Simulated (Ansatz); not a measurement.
# CoSn: the cell at several levels of theory, part 2 of 2

Ansatz 0.2.0, plane waves. Earlier steps stand in the parts before.

## 3. Relaxation with r2SCAN

Start: the result of step 2.

Input file input.yaml:

```yaml
crystal:
  lattice:
    - [5.2956713843, 0.0, 0.0]
    - [-2.6478356922, 4.5861859489, 0.0]
    - [0.0, 0.0, 4.2350415586]
  atoms:
    - { symbol: Co, position: [0.0, 0.5, 0.0] }
    - { symbol: Co, position: [0.5, 0.5, 0.0] }
    - { symbol: Co, position: [0.5, 0.0, 0.0] }
    - { symbol: Sn, position: [0.6666666667, 0.3333333333, 0.5] }
    - { symbol: Sn, position: [0.3333333333, 0.6666666667, 0.5] }
    - { symbol: Sn, position: [0.0, 0.0, 0.0] }
kpoints:
  mp_grid: { grid: [6, 6, 6] }
hamiltonian:
  xc: r2scan
scf:
  occupations: { method: fermi_dirac, width: 0.02 }
relax:
  f_tol: 0.005
  cell: {}
```

The run is started by

```bash
$ ansatz run input.yaml --threads 4 --pin off --max-ram 9216MiB --backend cpu --events-out ev --progress --plain --runs-dir out
```

Output:

```text
Warning: RAYON_NUM_THREADS=4 ignored (pool sized by the plan → 4); use --threads N
Engine: ansatz 0.2.0, aarch64-unknown-linux-gnu
Pseudopotentials: kind: paw
Pseudopotential: Co, paw, valence charge 17, recommended cutoff 500 eV (meta_gga), Co.paw.azcp
Pseudopotential: Sn, paw, valence charge 14, recommended cutoff 500 eV (meta_gga), Sn.paw.azcp
Functional definition: r2SCAN
  parameter k0 = 0.174
  parameter k1 = 0.065
  parameter a1 = 4.9479
  exchange = r2scan_x(k0 = k0, k1 = k1, a1 = a1)
  correlation = r2scan_c
Crystal: 6 atoms, lattice volume = 102.856 Å³
Basis set: ecut = 500 eV, 2619 PW (Γ), exchange–correlation on 160×160×128 points (64 copies of the dense FFT grid, shifted against one another)
Bands: 56, of which v1, the nominal top of the filled ones, is band 47 counted from 1 (46 counted from 0)
Symmetry: 24 space group operations
Space group: P6/mmm (ITA 191), of the structure as read, at distance tolerance 4.7e-5 Å
k-points: 28 of 216
Non-local potential: Co, projectors of the file, l = 0: 3, l = 1: 2, l = 2: 3, l = 3: 1
Non-local potential: Sn, projectors of the file, l = 0: 2, l = 1: 2, l = 2: 2, l = 3: 2
PAW form: soft (Blöchl's): semilocal exchange-correlation on the pseudo side does not see the compensation charge
PAW frozen core: Co, regenerated for the run's functional (the file was generated under x = pbe(κ = 0.804, μ = 0.2195149727645171), c = pbe(β = 0.06672455060314922))
PAW frozen core: Sn, regenerated for the run's functional (the file was generated under x = pbe(κ = 0.804, μ = 0.2195149727645171), c = pbe(β = 0.06672455060314922))
PAW one-centre angular grid: Co, 590 points (default); XC on 160 Gauss nodes
PAW one-centre angular grid: Sn, 590 points (default); XC on 249 of its mesh's 2787 points in the sphere
Initial density: superposition of atomic densities (neutral atoms: chi_scale 0, normalization atom), corrected by the library's trained network
Initial wavefunctions: pseudopotential atomic-orbital guess
Functional: x = r2scan, c = r2scan; τ floored in thin density (d = 2e-4 eV/Å³)
SCF iter   1: F=—  HF=-33510.027705 eV  |F-HF|=—  |Δ(HF+E_count)|=         —  Δρ=2.57e-2  dr2=6.32e-1  dr2_τ=1.28e-1  ethr=1.77e-3  ⟨swp⟩=6.3  Hψ=5894  notcnv=0  defer=3
preconditioner: auto → LDOS  [metal: Δε(μ)=0.020 eV  Ē_g=14.751 eV  σ=0.020 eV  W_gap=0.25  n_scr=26 (ndim 8)  ℏωp=30.4 eV  f_vac=0.019  D(μ)=7.10/eV (n_scr^D=70)  β→1.0]
SCF iter   2: F=—  HF=-33510.128030 eV  |F-HF|=—  |Δ(HF+E_count)|=   1.00e-1  Δρ=9.18e-3  dr2=4.57e-2  dr2_τ=8.28e-3  ethr=6.80e-4  ⟨swp⟩=2.2  Hψ=2188  notcnv=0  defer=82
SCF iter   3: F=—  HF=-33510.126846 eV  |F-HF|=—  |Δ(HF+E_count)|=   1.18e-3  Δρ=8.39e-3  dr2=5.39e-2  dr2_τ=1.34e-3  ethr=4.91e-5  ⟨swp⟩=3.0  Hψ=2774  notcnv=0  defer=82
SCF iter   4: F=—  HF=-33510.124156 eV  |F-HF|=—  |Δ(HF+E_count)|=   2.69e-3  Δρ=5.87e-3  dr2=2.08e-2  dr2_τ=9.57e-5  ethr=4.91e-5  ⟨swp⟩=2.8  Hψ=2628  notcnv=0  defer=82
SCF iter   5: F=—  HF=-33510.121358 eV  |F-HF|=—  |Δ(HF+E_count)|=   2.80e-3  Δρ=1.00e-3  dr2=6.85e-4  dr2_τ=1.10e-4  ethr=2.23e-5  ⟨swp⟩=2.0  Hψ=2193  notcnv=0  defer=85
SCF iter   6: F=—  HF=-33510.121270 eV  |F-HF|=—  |Δ(HF+E_count)|=   8.79e-5  Δρ=2.37e-4  dr2=4.14e-5  dr2_τ=1.77e-6  ethr=7.36e-7  ⟨swp⟩=2.0  Hψ=2405  notcnv=0  defer=82
SCF iter   7: F=—  HF=-33510.121277 eV  |F-HF|=—  |Δ(HF+E_count)|=   6.11e-6  Δρ=6.75e-5  dr2=4.12e-6  dr2_τ=1.33e-7  ethr=4.45e-8  ⟨swp⟩=2.0  Hψ=2781  notcnv=0  defer=82
SCF iter   8: F=—  HF=-33510.121278 eV  |F-HF|=—  |Δ(HF+E_count)|=   1.05e-6  Δρ=1.88e-5  dr2=3.70e-7  dr2_τ=5.05e-9  ethr=4.43e-9  ⟨swp⟩=2.0  Hψ=1970  notcnv=0  defer=82
SCF iter   9: F=-33510.121278 eV  HF=-33510.121278 eV  |F-HF|=1.46e-8  |Δ(HF+E_count)|=   4.77e-8  Δρ=7.79e-6  dr2=3.88e-8  dr2_τ=3.89e-9  ethr=1.08e-10  ⟨swp⟩=5.0  Hψ=5475  notcnv=0
SCF 1 converged in 9 iterations: F = -33510.121278 eV  dr2 = 3.88e-8
relax step   1: F+E_penalty+E_count = -33510.12127767 eV  Δ(F+E_penalty+E_count) = +0.000e0 eV  max|allowed force component| = 1.850e-17 eV/Å  Δτ_max = 0.0000 Å  P = -4.146 GPa  Ω = 102.856 Å³  (9 SCF iters, dr2 threshold 1.00e-7 eV, accepted)
Crystal: 6 atoms, lattice volume = 98.784 Å³
Basis set: ecut = 500 eV, 2535 PW (Γ), exchange–correlation on 160×160×128 points (64 copies of the dense FFT grid, shifted against one another)
Initial density: handed on by an earlier stage of this run
Initial wavefunctions: those handed on with the density
iter 1 solved again at ethr=7.33e-5 eV; its pass at ethr=3.10e-3 eV (dr2=6.81e-2 eV) is discarded
SCF iter   1: F=—  HF=-33510.023788 eV  |F-HF|=—  |Δ(HF+E_count)|=         —  Δρ=5.54e-3  dr2=6.69e-2  dr2_τ=1.83e-1  ethr=7.33e-5  ⟨swp⟩=2.5  Hψ=6795  notcnv=0
preconditioner: auto → LDOS  [metal: Δε(μ)=0.008 eV  Ē_g=14.930 eV  σ=0.020 eV  W_gap=0.10  n_scr=26 (ndim 8)  ℏωp=31.0 eV  f_vac=0.020  D(μ)=6.57/eV (n_scr^D=70)  β→1.0]
SCF iter   2: F=—  HF=-33510.164106 eV  |F-HF|=—  |Δ(HF+E_count)|=   1.40e-1  Δρ=7.29e-3  dr2=3.17e-2  dr2_τ=1.91e-3  ethr=7.20e-5  ⟨swp⟩=3.0  Hψ=3334  notcnv=0
SCF iter   3: F=—  HF=-33510.162301 eV  |F-HF|=—  |Δ(HF+E_count)|=   1.81e-3  Δρ=3.31e-3  dr2=5.82e-3  dr2_τ=3.09e-4  ethr=3.40e-5  ⟨swp⟩=2.6  Hψ=2748  notcnv=0
SCF iter   4: F=—  HF=-33510.161217 eV  |F-HF|=—  |Δ(HF+E_count)|=   1.08e-3  Δρ=1.34e-3  dr2=2.63e-3  dr2_τ=1.29e-5  ethr=6.26e-6  ⟨swp⟩=2.3  Hψ=2564  notcnv=0  defer=2
SCF iter   5: F=—  HF=-33510.160999 eV  |F-HF|=—  |Δ(HF+E_count)|=   2.18e-4  Δρ=4.91e-4  dr2=3.92e-4  dr2_τ=1.81e-5  ethr=2.83e-6  ⟨swp⟩=1.0  Hψ=1566  notcnv=0  defer=2
SCF iter   6: F=—  HF=-33510.160951 eV  |F-HF|=—  |Δ(HF+E_count)|=   4.82e-5  Δρ=1.57e-4  dr2=2.19e-5  dr2_τ=1.11e-6  ethr=4.22e-7  ⟨swp⟩=1.6  Hψ=1637  notcnv=0  defer=2
SCF iter   7: F=—  HF=-33510.160954 eV  |F-HF|=—  |Δ(HF+E_count)|=   2.61e-6  Δρ=7.46e-5  dr2=2.77e-6  dr2_τ=2.06e-7  ethr=2.35e-8  ⟨swp⟩=2.1  Hψ=2184  notcnv=0  defer=2
SCF iter   8: F=—  HF=-33510.160953 eV  |F-HF|=—  |Δ(HF+E_count)|=   4.12e-7  Δρ=5.50e-5  dr2=1.89e-6  dr2_τ=1.83e-8  ethr=6.45e-10  ⟨swp⟩=5.0  Hψ=6010  notcnv=0
SCF iter   9: F=-33510.160953 eV  HF=-33510.160953 eV  |F-HF|=1.39e-7  |Δ(HF+E_count)|=   4.11e-8  Δρ=1.63e-5  dr2=1.77e-7  dr2_τ=1.45e-8  ethr=6.45e-10  ⟨swp⟩=3.4  Hψ=5154  notcnv=0
SCF 2 converged in 9 iterations: F = -33510.160953 eV  dr2 = 1.77e-7
relax step   2: F+E_penalty+E_count = -33510.16095323 eV  Δ(F+E_penalty+E_count) = -3.968e-2 eV  max|allowed force component| = 5.551e-17 eV/Å  Δτ_max = 0.0000 Å  P = +1.351 GPa  Ω = 98.784 Å³  energy of the carried Pulay correction = +1.473e-3 eV  (9 SCF iters, dr2 threshold 6.00e-7 eV, accepted)
Crystal: 6 atoms, lattice volume = 99.755 Å³
Basis set: ecut = 500 eV, 2583 PW (Γ), exchange–correlation on 160×160×128 points (64 copies of the dense FFT grid, shifted against one another)
iter 1 solved again at ethr=4.25e-6 eV; its pass at ethr=3.10e-3 eV (dr2=3.96e-3 eV) is discarded
SCF iter   1: F=—  HF=-33510.155921 eV  |F-HF|=—  |Δ(HF+E_count)|=         —  Δρ=1.24e-3  dr2=3.88e-3  dr2_τ=1.11e-2  ethr=4.25e-6  ⟨swp⟩=2.0  Hψ=6556  notcnv=0
preconditioner: auto → LDOS  [metal: Δε(μ)=0.012 eV  Ē_g=14.890 eV  σ=0.020 eV  W_gap=0.14  n_scr=26 (ndim 8)  ℏωp=30.9 eV  f_vac=0.028  D(μ)=6.27/eV (n_scr^D=70)  β→1.0]
SCF iter   2: F=—  HF=-33510.164811 eV  |F-HF|=—  |Δ(HF+E_count)|=   8.89e-3  Δρ=2.06e-3  dr2=2.46e-3  dr2_τ=1.22e-4  ethr=4.17e-6  ⟨swp⟩=2.1  Hψ=3138  notcnv=0
SCF iter   3: F=—  HF=-33510.164549 eV  |F-HF|=—  |Δ(HF+E_count)|=   2.62e-4  Δρ=5.15e-4  dr2=1.90e-4  dr2_τ=2.91e-5  ethr=2.65e-6  ⟨swp⟩=2.0  Hψ=2292  notcnv=0
SCF iter   4: F=—  HF=-33510.164528 eV  |F-HF|=—  |Δ(HF+E_count)|=   2.10e-5  Δρ=5.25e-4  dr2=2.85e-4  dr2_τ=1.83e-6  ethr=2.04e-7  ⟨swp⟩=2.0  Hψ=2706  notcnv=0
SCF iter   5: F=—  HF=-33510.164503 eV  |F-HF|=—  |Δ(HF+E_count)|=   2.43e-5  Δρ=9.18e-5  dr2=9.93e-6  dr2_τ=1.11e-6  ethr=2.04e-7  ⟨swp⟩=1.9  Hψ=1633  notcnv=0
SCF iter   6: F=—  HF=-33510.164503 eV  |F-HF|=—  |Δ(HF+E_count)|=   8.91e-7  Δρ=6.24e-5  dr2=2.60e-6  dr2_τ=4.42e-8  ethr=1.07e-8  ⟨swp⟩=2.0  Hψ=2036  notcnv=0
SCF iter   7: F=-33510.164502 eV  HF=-33510.164503 eV  |F-HF|=3.78e-7  |Δ(HF+E_count)|=   1.12e-7  Δρ=2.82e-5  dr2=4.38e-7  dr2_τ=3.64e-8  ethr=6.45e-10  ⟨swp⟩=3.3  Hψ=5464  notcnv=0
SCF 3 converged in 7 iterations: F = -33510.164502 eV  dr2 = 4.38e-7
relax step   3: F+E_penalty+E_count = -33510.16450227 eV  Δ(F+E_penalty+E_count) = -3.549e-3 eV  max|allowed force component| = 3.701e-17 eV/Å  Δτ_max = 0.0000 Å  P = -0.079 GPa  Ω = 99.755 Å³  energy of the carried Pulay correction = +1.119e-3 eV  (7 SCF iters, dr2 threshold 6.00e-7 eV, accepted)
Crystal: 6 atoms, lattice volume = 99.701 Å³
iter 1 solved again at ethr=1.69e-8 eV; its pass at ethr=3.10e-3 eV (dr2=1.57e-5 eV) is discarded
SCF iter   1: F=—  HF=-33510.164510 eV  |F-HF|=—  |Δ(HF+E_count)|=         —  Δρ=9.83e-5  dr2=1.62e-5  dr2_τ=3.52e-5  ethr=1.69e-8  ⟨swp⟩=2.0  Hψ=6193  notcnv=0
preconditioner: auto → LDOS  [metal: Δε(μ)=0.012 eV  Ē_g=14.889 eV  σ=0.020 eV  W_gap=0.15  n_scr=26 (ndim 8)  ℏωp=30.9 eV  f_vac=0.026  D(μ)=6.40/eV (n_scr^D=70)  β→1.0]
SCF iter   2: F=—  HF=-33510.164537 eV  |F-HF|=—  |Δ(HF+E_count)|=   2.67e-5  Δρ=7.93e-5  dr2=3.80e-6  dr2_τ=3.67e-7  ethr=1.69e-8  ⟨swp⟩=2.2  Hψ=2667  notcnv=0
SCF iter   3: F=—  HF=-33510.164537 eV  |F-HF|=—  |Δ(HF+E_count)|=   1.02e-7  Δρ=4.63e-5  dr2=1.15e-6  dr2_τ=3.39e-8  ethr=4.09e-9  ⟨swp⟩=2.1  Hψ=2549  notcnv=0
SCF iter   4: F=—  HF=-33510.164537 eV  |F-HF|=—  |Δ(HF+E_count)|=   3.27e-7  Δρ=2.82e-5  dr2=6.39e-7  dr2_τ=8.58e-9  ethr=1.24e-9  ⟨swp⟩=2.0  Hψ=2714  notcnv=0
SCF iter   5: F=-33510.164537 eV  HF=-33510.164537 eV  |F-HF|=2.47e-9  |Δ(HF+E_count)|=   5.29e-8  Δρ=3.37e-6  dr2=1.22e-8  dr2_τ=2.22e-9  ethr=2.20e-11  ⟨swp⟩=4.0  Hψ=6364  notcnv=0
SCF 4 converged in 5 iterations: F = -33510.164537 eV  dr2 = 1.22e-8
relax step   4: F+E_penalty+E_count = -33510.16453669 eV  Δ(F+E_penalty+E_count) = -3.442e-5 eV  max|allowed force component| = 1.696e-17 eV/Å  Δτ_max = 0.0000 Å  P = -0.002 GPa  Ω = 99.701 Å³  energy of the carried Pulay correction = +1.139e-3 eV  (5 SCF iters, dr2 threshold 2.05e-8 eV, accepted)
Initial wavefunctions: pseudopotential atomic-orbital guess (no wavefunctions were taken with the density)
iter 1 solved again at ethr=1.10e-7 eV; its pass at ethr=3.10e-3 eV (dr2=1.03e-4 eV) is discarded
SCF iter   1: F=—  HF=-33510.163524 eV  |F-HF|=—  |Δ(HF+E_count)|=         —  Δρ=5.96e-5  dr2=9.51e-7  dr2_τ=1.81e-6  ethr=1.10e-7  ⟨swp⟩=3.3  Hψ=10353  notcnv=0
preconditioner: auto → LDOS  [metal: Δε(μ)=0.012 eV  Ē_g=14.890 eV  σ=0.020 eV  W_gap=0.15  n_scr=26 (ndim 8)  ℏωp=30.9 eV  f_vac=0.026  D(μ)=6.39/eV (n_scr^D=70)  β→1.0]
SCF iter   2: F=—  HF=-33510.163538 eV  |F-HF|=—  |Δ(HF+E_count)|=   1.35e-5  Δρ=2.78e-4  dr2=5.86e-5  dr2_τ=5.58e-7  ethr=1.02e-9  ⟨swp⟩=3.0  Hψ=3187  notcnv=0
SCF iter   3: F=—  HF=-33510.163532 eV  |F-HF|=—  |Δ(HF+E_count)|=   6.05e-6  Δρ=5.10e-5  dr2=2.08e-6  dr2_τ=1.87e-7  ethr=1.02e-9  ⟨swp⟩=3.0  Hψ=3169  notcnv=0
SCF iter   4: F=—  HF=-33510.163532 eV  |F-HF|=—  |Δ(HF+E_count)|=   3.24e-7  Δρ=1.02e-4  dr2=7.14e-6  dr2_τ=1.35e-7  ethr=1.02e-9  ⟨swp⟩=2.2  Hψ=2886  notcnv=0  recentre
SCF iter   5: F=—  HF=-33510.163531 eV  |F-HF|=—  |Δ(HF+E_count)|=   8.10e-7  Δρ=8.18e-6  dr2=7.37e-8  dr2_τ=2.85e-9  ethr=1.02e-9  ⟨swp⟩=2.0  Hψ=2876  notcnv=0
SCF iter   6: F=—  HF=-33510.163531 eV  |F-HF|=—  |Δ(HF+E_count)|=   3.08e-9  Δρ=1.63e-6  dr2=2.21e-9  dr2_τ=8.16e-11  ethr=7.92e-11  ⟨swp⟩=2.2  Hψ=2076  notcnv=0
SCF iter   7: F=—  HF=-33510.163531 eV  |F-HF|=—  |Δ(HF+E_count)|=   1.01e-9  Δρ=4.77e-7  dr2=1.55e-10  dr2_τ=9.39e-12  ethr=2.38e-12  ⟨swp⟩=2.0  Hψ=2520  notcnv=0
SCF iter   8: F=-33510.163531 eV  HF=-33510.163531 eV  |F-HF|=1.46e-11  |Δ(HF+E_count)|=  1.67e-10  Δρ=1.74e-7  dr2=1.70e-11  dr2_τ=9.24e-13  ethr=1.00e-12  ⟨swp⟩=4.6  Hψ=5370  notcnv=0
SCF 5 converged in 8 iterations: F = -33510.163531 eV  dr2 = 1.70e-11
relax step   5: F+E_penalty+E_count = -33510.16353113 eV  Δ(F+E_penalty+E_count) = +1.006e-3 eV  max|allowed force component| = 3.701e-17 eV/Å  Δτ_max = 0.0000 Å  P = -0.015 GPa  Ω = 99.701 Å³  stress off target by 1.63e-2 GPa  SCF on the basis re-selected at this cell (its energy is not comparable with the rows above)  (8 SCF iters)
basis re-selected at this cell: Δ(F+E_penalty+E_count) = +1.006e-3 eV, ΔP = -0.013 GPa vs the last step (what re-selecting the basis moved, of the pressure what is left beyond the Pulay correction that the steps carried, after the strain that the cell walked since its last selection, with what the two solves' SCF thresholds leave and, on support functions, any second-order correction that the steps lacked; it is no measure of the basis error at this ecutwfc). This SCF's stress stands 1.63e-2 GPa from its target on what of the cell is left free (relax.cell.stress_tol is 5.00e-2 GPa) and its largest allowed force component is 3.70e-17 eV/Å (relax.f_tol is 5.00e-3 eV/Å): within both
SCF converged after 8 iterations
Free energy (F): -33510.163531 eV
Harris-Foulkes:  -33510.163531 eV  (|F-HF|=1.46e-11)
Internal energy: -33510.155745 eV  (E = F + TS)
E sigma→0 (E₀):  -33510.159638 eV
Entropy (-TS):   -0.007786 eV (-1.298 meV/atom)
Fermi energy:    15.088978 eV
--- Per-component energies (eV) ---
  E_band       = -1039.858748
  E_kinetic    = 1936.682046
  E_local      = -13296.015665  (includes V_loc(G=0)·N_el)
  E_nonlocal   = 1289.029250
  E_hartree    = 6310.833755
  E_xc         = -1596.875033
  E_vxc        = -1004.632147  (∫ρ·V_xc dr)
  E_paw        = -17070.435029  (= ΣΔE_a)
  E_vpaw       = -2650.859994  (= ΣTr[D̂ρ^β])
  E_aug_tail   = 0.000108  (compensation charges beyond the density's cutoff)
  E_vtau       = 64.270444  (kinetic-family band-sum trace: ∫τ·v_τ [+ j·A + Jᵃ·Aᵃ] dr)
  E_ewald      = -11084.695516
  E_core_change = 1.320341  (= ΣΔE_core)
  E_smearing   = -0.007786  (= −TS)
  E_closure    = -0.000000  (closes the sum)
  Σ components = -33510.163531   (vs F -33510.163531, Δ=0.00e0)
--- Forces (eV/Å), atoms counted from 1 ---
  atom   1  Co     0.00000000    -0.00000000     0.00000000
  atom   2  Co     0.00000000    -0.00000000     0.00000000
  atom   3  Co     0.00000000     0.00000000     0.00000000
  atom   4  Sn     0.00000000    -0.00000000     0.00000000
  atom   5  Sn    -0.00000000     0.00000000     0.00000000
  atom   6  Sn    -0.00000000     0.00000000     0.00000000
  max |Σ_I F_I| component: 9.25e-18 eV/Å
--- Stress (GPa, compression-positive) ---
       -0.015106       0.000000       0.000000
        0.000000      -0.015106       0.000000
        0.000000       0.000000      -0.016271
  P = ⅓ Tr σ = -0.0155 GPa (-0.155 kbar)
--- Relaxed structure (4 steps of the walk, 4 accepted, 1 SCFs on fresh bases) ---
  F+E_penalty+E_count = -33510.16353113 eV   max|allowed force component| = 3.701e-17 eV/Å   (the final SCF, on the basis selected at the relaxed cell)
  cell:  # Å, volume = 99.7006 Å³
    - [5.242113446339863, 2.8575578531387414e-11, 0.0]
    - [-2.621056723194678, 4.539803414036027, 0.0]
    - [0.0, 0.0, 4.189424780780762]
  atoms:
    - { symbol: Co, position: [0.0, 0.5, 0.0] }
    - { symbol: Co, position: [0.4999999999999999, 0.4999999999999999, 0.0] }
    - { symbol: Co, position: [0.5, 4.0389678347315804e-28, 0.0] }
    - { symbol: Sn, position: [0.6666666666666667, 0.33333333333333326, 0.49999999999999994] }
    - { symbol: Sn, position: [0.33333333333333326, 0.6666666666666666, 0.49999999999999994] }
    - { symbol: Sn, position: [-1.5351790222493483e-34, -2.114288953190983e-35, 0.0] }
```

Wall time 29 s (4 threads of Arm Neoverse V1, shared host); peak memory 0.77 GiB.

Ionic steps:

```tsv
step	energy change (meV/atom)	largest force (eV/Å)	pressure (GPa)	volume (Å³/atom)
1	0.0	0.0000	-4.15	17.143
2	-6.6	0.0000	1.35	16.464
3	-7.2	0.0000	-0.08	16.626
4	-7.2	0.0000	0.00	16.617
5	-7.0	0.0000	-0.02	16.617
```

Step 5 solves the same cell on a plane-wave basis chosen anew, so the energy can jump there without a move.

The table lists every geometry solved, with passes on a fresh basis, whose energies don't compare exactly with the rows above.

|  | before | after | change |
| --- | --- | --- | --- |
| a (Å) | 5.296 | 5.242 | -1.01 % |
| c (Å) | 4.235 | 4.189 | -1.08 % |
| volume (Å³/atom) | 17.143 | 16.617 | -3.07 % |
| shortest distance (Å) | 2.612 | 2.584 | -1.05 % |
| space group | P6/mmm | P6/mmm | same |

## 4. Results

The summary covers parts 1 to 2.

```
 level  a (Å)  c (Å)  volume (Å³/atom)  space group  SCF geometries
   PBE  5.296  4.235            17.143       P6/mmm               4
r2SCAN  5.242  4.189            16.617       P6/mmm               5
```

What this shows: The first relaxation changed the volume by +3.1 % from the start. r2SCAN gives the smallest cell and PBE the largest; they differ by 3.2 % in volume, a mean of 1.0 % in length. A measured a is 5.272 Å (“Incipient nematicity from electron flat bands in a kagome metal”, 2024, arxiv:2401.17141); the misses are PBE +0.4 %, r2SCAN -0.6 %. 2 values of this kind are on record (5.26926 to 5.272 Å); this one was drawn at random. A measured c is 4.2431 Å (15 K; powder; “Fantastic flat bands and where to find them: The CoSn-type compounds”, 2020, arxiv:2005.14119); the misses are PBE -0.2 %, r2SCAN -1.3 %. 2 values of this kind are on record (4.2431 to 4.246 Å); this one was drawn at random. The calculation is for a static lattice, without the thermal expansion and zero-point motion that a measured cell holds.
